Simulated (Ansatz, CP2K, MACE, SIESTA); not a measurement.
## Codes compared on bare NaCl nanocube (64 atoms)

Wanted: errors and costs of other methods on bare NaCl nanocube (64 atoms). A plane-wave run serves as the reference.

Program: Ansatz 0.2.0. Level of theory: Kohn-Sham DFT, PBE, PAW, plane waves. Results are calculated unless marked as measured.

## (1) The starting structure

The cell holds 64 atoms: 32 Cl and 32 Na. Its edges and angles: a = 18.460 Å, b = 18.460 Å, c = 18.460 Å, α = 90.0°, β = 90.0°, γ = 90.0°. It derives from NaCl (rock-salt). Block of 4 x 4 x 4 atoms cut along {100} from rock-salt NaCl (a = 5.64 Å), 10 Å of vacuum; minimised with a classical potential. Then every atom was moved at random, 0.03 Å r.m.s. a Cartesian component. Vacuum lies along a, b and c.

## (2) The reference run

The PAW files are the set soft_2.

Input file input.yaml:

```yaml
crystal:
  lattice:
    - [18.46, 0.0, 0.0]
    - [0.0, 18.46, 0.0]
    - [0.0, 0.0, 18.46]
  atoms:
    - { symbol: Cl, position: [0.27247, 0.27444, 0.27539] }
    - { symbol: Cl, position: [0.27037, 0.2688, 0.57127] }
    - { symbol: Na, position: [0.28059, 0.28273, 0.4259] }
    - { symbol: Na, position: [0.28488, 0.28234, 0.71385] }
    [... 54 atom lines left out ...]
    - { symbol: Na, position: [0.7189, 0.42603, 0.71554] }
    - { symbol: Cl, position: [0.72921, 0.57035, 0.73014] }
    - { symbol: Cl, position: [0.72519, 0.72524, 0.27786] }
    - { symbol: Na, position: [0.71663, 0.72149, 0.42592] }
    - { symbol: Cl, position: [0.72885, 0.73022, 0.57182] }
    - { symbol: Na, position: [0.71548, 0.71628, 0.71759] }
kpoints:
  mp_grid: { grid: [1, 1, 1] }
hamiltonian:
  xc: pbe
scf:
  occupations: { method: fermi_dirac, width: 0.05 }
output:
  forces: true
  eigenvalues: true
```

Run with:

```console
$ ansatz run input.yaml --threads 8 --pin off --max-ram 31232MiB --backend cpu --events-out ev --progress --plain --runs-dir out
```

The program printed:

```text
[...]
Pseudopotentials: kind: paw
Pseudopotential: Cl, paw, valence charge 7, recommended cutoff 420 eV (normal), Cl.paw.azcp
Pseudopotential: Na, paw, valence charge 9, recommended cutoff 420 eV (normal), Na.paw.azcp
[... 5 lines on functional and potentials left out ...]
Crystal: 64 atoms, lattice volume = 6290.644 Å³
Basis set: ecut = 420 eV, 122969 PW (Γ), exchange–correlation on 250×250×250 points (8 copies of the dense FFT grid, shifted against one another)
Bands: 320, of which v1, the nominal top of the filled ones, is band 256 counted from 1 (255 counted from 0)
Symmetry: 1 space group operations
Space group: P1 (ITA 1), of the structure as read, at distance tolerance 1.8e-4 Å
k-points: 1
[... 5 lines on functional and potentials left out ...]
Initial density: superposition of atomic densities (neutral atoms: chi_scale 0, normalization atom), corrected by the library's trained network
Initial wavefunctions: pseudopotential atomic-orbital guess
[...]
SCF iter   1: F=—  HF=-82216.525412 eV  |F-HF|=—  |Δ(HF+E_count)|=         —  Δρ=5.01e-4  dr2=5.07e-2  ethr=1.77e-3  ⟨swp⟩=8.0  Hψ=1296  notcnv=0  defer=20
preconditioner: auto → Resta (q_TF=auto, 1.796 Å⁻¹)  ε∞=1.5  [insulator: Δε(μ)=4.553 eV  Ē_g=10.700 eV  σ=0.050 eV  W_gap=1.00  n_scr=618 (ndim 8)  ℏωp=7.5 eV  f_vac=0.731  D(μ)=0.00/eV (n_scr^D=0)  ε∞_Penn≈1.5  vacuum switching on, ρ_ref=8.3e-3 e/Å³]
SCF iter   2: F=—  HF=-82216.533154 eV  |F-HF|=—  |Δ(HF+E_count)|=   7.74e-3  Δρ=1.91e-4  dr2=4.65e-3  ethr=9.90e-6  ⟨swp⟩=2.0  Hψ=500  notcnv=0  defer=60
SCF iter   3: F=—  HF=-82216.542550 eV  |F-HF|=—  |Δ(HF+E_count)|=   9.40e-3  Δρ=7.72e-5  dr2=5.84e-4  ethr=9.08e-7  ⟨swp⟩=2.0  Hψ=392  notcnv=0  defer=37
automatic band count: iteration 3 solves 297 bands in place of 320: the levels show a gap, and the empty bands left out lie too high to hold charge; the band table lists the bands solved (type scf.n_extra_bands for more)
SCF iter   4: F=—  HF=-82216.545701 eV  |F-HF|=—  |Δ(HF+E_count)|=   3.15e-3  Δρ=1.82e-5  dr2=4.59e-5  ethr=1.14e-7  ⟨swp⟩=2.0  Hψ=392  notcnv=0  defer=37
SCF iter   5: F=—  HF=-82216.548391 eV  |F-HF|=—  |Δ(HF+E_count)|=   2.69e-3  Δρ=8.50e-6  dr2=3.38e-6  ethr=8.97e-9  ⟨swp⟩=2.0  Hψ=557  notcnv=0  defer=37
SCF iter   6: F=—  HF=-82216.548397 eV  |F-HF|=—  |Δ(HF+E_count)|=   6.38e-6  Δρ=2.92e-6  dr2=4.37e-7  ethr=6.61e-10  ⟨swp⟩=2.0  Hψ=511  notcnv=0  defer=37
SCF iter   7: F=-82216.548398 eV  HF=-82216.548398 eV  |F-HF|=7.33e-8  |Δ(HF+E_count)|=   8.18e-7  Δρ=6.45e-7  dr2=2.52e-8  ethr=1.95e-11  ⟨swp⟩=20.0  Hψ=1463  notcnv=0
SCF 1 converged in 7 iterations: F = -82216.548398 eV  dr2 = 2.52e-8
[...]
SCF converged after 7 iterations
Free energy (F): -82216.548398 eV
Harris-Foulkes:  -82216.548398 eV  (|F-HF|=7.33e-8)
Internal energy: -82216.548398 eV  (E = F + TS)
E sigma→0 (E₀):  -82216.548398 eV
Fermi energy:    -2.206371 eV
--- Per-component energies (eV) ---
[...]
Σ components = -82216.548398   (vs F -82216.548398, Δ=0.00e0)
--- Forces (eV/Å), atoms counted from 1 ---
  atom   1  Cl     0.27946030     0.23420956     0.24068096
  atom   2  Cl     0.12677544     0.11009288     0.12831632
  atom   3  Na    -0.06318279    -0.21538810    -0.25576344
  atom   4  Na     0.05500744     0.12332856     0.02905440
[...]
atom  64  Na    -0.06186105    -0.10411897    -0.12563300
  max |Σ_I F_I| component: 1.33e-4 eV/Å
--- Band table (eV) ---
  k-point 0: bands = ["-54.9857", "-54.9482", "-54.9474", "-54.8121", [... 281 levels ...], "2.2117", "2.2701", "2.3821", "2.3966", "2.4057", "2.4308", "2.4362", "2.4438", "2.4479", "2.4872", "2.5085", "2.5157"]
```

Wall time 25 s (8 threads of Arm Neoverse V1, shared host); peak memory 5.5 GiB.

The column dr2 measures how far the density is from self-consistency, as an energy; F and HF (Harris–Foulkes) agree once it is small.

Read from the output:

```yaml
free_energy: -82216.5484 eV
free_energy_per_atom: -1284.6336 eV/atom
scf_cycles: 7
r_m_s_force_component: 0.1656 eV/Å
longest_force: 0.4529 eV/Å
fermi_energy: -2.206 eV
spacing_of_highest_filled_and_lowest_empty_level: 4.474 eV
```

Neighbours are counted within 3.38 Å (Cl-Na).

Length of the force by element and coordination:

| element | coordination | atoms | mean length of the force (eV/Å) | spread | least | most |
| --- | --- | --- | --- | --- | --- | --- |
| Cl | all | 32 | 0.263 | 0.0858 | 0.079 | 0.453 |
| Cl | 3 | 4 | 0.405 | 0.064 | 0.295 | 0.453 |
| Cl | 4 | 12 | 0.241 | 0.0287 | 0.191 | 0.289 |
| Cl | 5 | 12 | 0.277 | 0.0611 | 0.207 | 0.378 |
| Cl | 6 | 4 | 0.141 | 0.0628 | 0.079 | 0.237 |
| Na | all | 32 | 0.285 | 0.0838 | 0.110 | 0.44 |
| Na | 3 | 4 | 0.152 | 0.0298 | 0.110 | 0.185 |
| Na | 4 | 12 | 0.304 | 0.0721 | 0.160 | 0.412 |
| Na | 5 | 12 | 0.326 | 0.0575 | 0.216 | 0.44 |
| Na | 6 | 4 | 0.235 | 0.0599 | 0.140 | 0.305 |

The levels nearest the highest filled one (over half full), pooled over k-points and spins:

| level less the highest filled one (eV) | occupation |
| --- | --- |
| -0.111 | 2 |
| -0.096 | 2 |
| -0.0909 | 2 |
| -0.0742 | 2 |
| -0.0353 | 2 |
| 0 | 2 |
| 4.47 | 0 |
| 4.86 | 0 |
| 4.87 | 0 |
| 4.92 | 0 |
| 5.36 | 0 |
| 5.41 | 0 |

## (3) Local order

Normalised to the volume that the atoms fill. g(r), total and by pair (bins of 0.1 Å):

| r (Å) | total | Cl-Cl | Cl-Na | Na-Na |
| --- | --- | --- | --- | --- |
| 2.55 | 0.00 | 0.00 | 0.00 | 0.00 |
| 2.65 | 1.90 | 0.00 | 3.80 | 0.00 |
| 2.75 | 4.48 | 0.00 | 8.96 | 0.00 |
| 2.85 | 1.92 | 0.00 | 3.83 | 0.00 |
| 2.95 | 0.67 | 0.00 | 1.34 | 0.00 |
| 3.05 | 0.11 | 0.00 | 0.21 | 0.00 |
| 3.15 | 0.00 | 0.00 | 0.00 | 0.00 |
| 3.25 | 0.00 | 0.00 | 0.00 | 0.00 |
| 3.35 | 0.00 | 0.00 | 0.00 | 0.00 |
| 3.45 | 0.00 | 0.00 | 0.00 | 0.00 |
| 3.55 | 0.08 | 0.00 | 0.00 | 0.30 |
| 3.65 | 0.61 | 0.00 | 0.00 | 2.45 |
| 3.75 | 1.10 | 0.68 | 0.00 | 3.72 |
| 3.85 | 1.64 | 1.29 | 0.00 | 5.25 |
| 3.95 | 1.46 | 3.59 | 0.00 | 2.24 |
| 4.05 | 1.18 | 4.24 | 0.00 | 0.48 |
| 4.15 | 0.48 | 1.91 | 0.00 | 0.00 |
| 4.25 | 0.19 | 0.74 | 0.00 | 0.00 |
| 4.35 | 0.10 | 0.41 | 0.00 | 0.00 |
| 4.45 | 0.00 | 0.00 | 0.00 | 0.00 |
| 4.55 | 0.09 | 0.00 | 0.19 | 0.00 |
| 4.65 | 0.25 | 0.00 | 0.49 | 0.00 |
| 4.75 | 0.45 | 0.00 | 0.90 | 0.00 |
| 4.85 | 1.07 | 0.00 | 2.14 | 0.00 |
| 4.95 | 0.38 | 0.00 | 0.76 | 0.00 |
| 5.05 | 0.02 | 0.00 | 0.04 | 0.00 |
| 5.15 | 0.00 | 0.00 | 0.00 | 0.00 |
| 5.25 | 0.02 | 0.00 | 0.00 | 0.07 |
| 5.35 | 0.25 | 0.00 | 0.00 | 1.01 |
| 5.45 | 0.54 | 0.52 | 0.00 | 1.63 |
| 5.55 | 0.38 | 1.07 | 0.00 | 0.44 |
| 5.65 | 0.21 | 0.85 | 0.00 | 0.00 |
| 5.75 | 0.13 | 0.53 | 0.00 | 0.00 |
| 5.85 | 0.03 | 0.00 | 0.06 | 0.00 |
| 5.95 | 0.50 | 0.00 | 1.01 | 0.00 |
| 6.05 | 0.79 | 0.00 | 1.59 | 0.00 |
| 6.15 | 0.57 | 0.00 | 1.15 | 0.00 |
| 6.25 | 0.89 | 0.00 | 1.78 | 0.00 |
| 6.35 | 0.65 | 0.00 | 1.29 | 0.00 |
| 6.45 | 0.26 | 0.00 | 0.42 | 0.18 |
| 6.55 | 0.28 | 0.00 | 0.00 | 1.13 |
| 6.65 | 0.56 | 0.00 | 0.00 | 2.23 |
| 6.75 | 0.35 | 0.34 | 0.00 | 1.06 |
| 6.85 | 0.40 | 1.48 | 0.00 | 0.12 |

Bonds by pair of elements; cutoffs follow the first minimum of g(r), held within bounds set by covalent radii, and pairs that aren't listed don't count as bonded:

| pair A-B | cutoff (Å) | bonds | mean length (Å) | spread (Å) | shortest (Å) | B about A | A about B |
| --- | --- | --- | --- | --- | --- | --- | --- |
| Cl-Na | 3.38 | 144 | 2.77 | 0.087 | 2.61 | 4.5 | 4.5 |

How many atoms have how many bonded neighbours:

| element | mean | 3 | 4 | 5 | 6 |
| --- | --- | --- | --- | --- | --- |
| Cl | 4.5 | 4 | 12 | 12 | 4 |
| Na | 4.5 | 4 | 12 | 12 | 4 |

## (4) What was run beside it

The programs:
- CP2K 2026.2: Gaussian basis with GTH pseudopotentials and a plane-wave density; labels give functional, basis (MOLOPT sets; SR short-range, UZH the newer set with its own potentials), grid cutoff/relative cutoff and solver (OT: orbital transformation; TRS4, TC2, SIGN: linear-scaling purification with its sparsity filter), or its built-in tight binding.
- MACE: machine-learned potential, published weights.
- SIESTA 5.4.2: numerical atomic orbitals, whose automatically made sets are far from complete, with PseudoDojo norm-conserving potentials that we converted to its format (checked against plane waves on the same files for H, C, O, Si, Ge and Ca alone); labels give functional, basis size, energy shift and mesh cutoff.

All use the same cell and atoms; the electronic-structure runs use the same k-mesh, and an electronic temperature of 580 K (0.05 eV) where levels are smeared.

Differences are against the plane-wave reference, forces as r.m.s. over components; share is that over the reference's r.m.s. force, slope the least-squares factor from reference forces to these. Total energies of different programs have different zeros and aren't compared.

| run | Δ force, r.m.s. (meV/Å) | share (%) | slope | Δ gap (eV) | cores | CPU time | memory (GiB) |
| --- | --- | --- | --- | --- | --- | --- | --- |
| reference | - | - | - | - | 8 | 3.1 min | 5.5 |
| CP2K PBE, DZVP-MOLOPT-SR, 900/40 Ry, OT DIIS | 145 | 87.8 | 1.152 | -0.0826 | 2 | 29 min | 15 |
| CP2K PBE, SZV-MOLOPT-SR, 900/40 Ry, TRS4 filter 1e-06, SCF 1e-06 (coarse) | 173 | 104 | 1.391 | - | 2 | 6.1 min | 15 |
| MACE MP-0b2 small potential | 62.2 | 37.6 | 0.908 | - | 4 | 7.4 s | 0.67 |
| SIESTA PBE, DZP, shift 0.01 Ry, mesh 350 Ry | 68.4 | 41.3 | 1.170 | -0.0532 | 4 | 3.4 min | 2.5 |
| SIESTA PBE, SZ, shift 0.02 Ry, mesh 350 Ry (coarse) | 298 | 180 | 1.548 | -1.09 | 4 | 1.9 min | 1.9 |

Rows marked coarse were listed beforehand as settings not expected to be converged; some can still land near the reference.

Times of the machine-learned potentials are mostly Python's start and the loading of weights.

CPU time is summed over cores on a shared host, where runs went side by side, so it is rough. Symmetry, cutoffs, thresholds, outputs and thread counts weren't matched or tuned between programs; memory under MPI is the largest rank's times the ranks.

Runs without a result: CP2K PBE, SZV-MOLOPT-SR, 900/40 Ry, OT DIIS (cut off at its time limit of 15 min).

Mean charges by element (e), by run and scheme:

| run | scheme | Cl | Na |
| --- | --- | --- | --- |
| CP2K PBE, DZVP-MOLOPT-SR, 900/40 Ry, OT DIIS | Mulliken | -0.62 | +0.62 |
| CP2K PBE, DZVP-MOLOPT-SR, 900/40 Ry, OT DIIS | Hirshfeld | -0.29 | +0.29 |
| SIESTA PBE, DZP, shift 0.01 Ry, mesh 350 Ry | Hirshfeld | -0.23 | +0.23 |

## (5) Results

| Item | Value |
| --- | --- |
| reference r.m.s. force component | 0.166 eV/Å |
| nearest in forces | MACE MP-0b2 small potential, 38 % |
| farthest in forces | SIESTA PBE, SZ, shift 0.02 Ry, mesh 350 Ry (coarse), 180 % |
| cheapest electronic-structure run beside the reference | SIESTA PBE, SZ, shift 0.02 Ry, mesh 350 Ry, 1.9 min of CPU time |

In words: The PBE runs in local orbitals, coarse settings apart, differ by 41 % (SIESTA PBE, DZP, shift 0.01 Ry, mesh 350 Ry) to 88 % (CP2K PBE, DZVP-MOLOPT-SR, 900/40 Ry, OT DIIS); basis, grid and potentials can all enter, and differences of this size make the forces unusable. Machine-learned potentials differ by 38 % (MACE MP-0b2 small potential); they were trained on other programs' data. Runs with settings chosen to be coarse differ by 104 % (CP2K PBE, SZV-MOLOPT-SR, 900/40 Ry, TRS4 filter 1e-06, SCF 1e-06) to 180 % (SIESTA PBE, SZ, shift 0.02 Ry, mesh 350 Ry), their programs' other errors included. None of the electronic-structure runs in the table takes under half the reference's CPU time of 3.1 min; they take 0.61 to 9.2 times as much. At the same functional, gaps differ from the reference's 4.47 eV by between -1.09 and -0.05 eV. Charges hang on scheme and program or settings: among these rows the mean for Cl runs from -0.62 to -0.23 e. In the reference: filled and empty levels are parted by 4.47 eV (at Γ alone); a semilocal functional tends to put such gaps too low. In the reference: first main peaks of g(r), for some of the pairs, lie near 4.02 Å (Cl-Cl), 2.75 Å (Cl-Na) and 3.81 Å (Na-Na). The name gives the shape as built, which the classical minimisation can have changed.

[Also dropped from logs without a mark: logging warnings of Python, and SIESTA's first energy breakdown and zero terms.]

[Logs are printed without paths, hosts, clocks, repeated set-up lines and the standing remarks that a program may print on its own settings, such as how far it seeks lower states.]

[Hosts, paths, dates, database ids (printed as entryN), source tags and the programs' standing remarks are cut or masked in the printed files.]
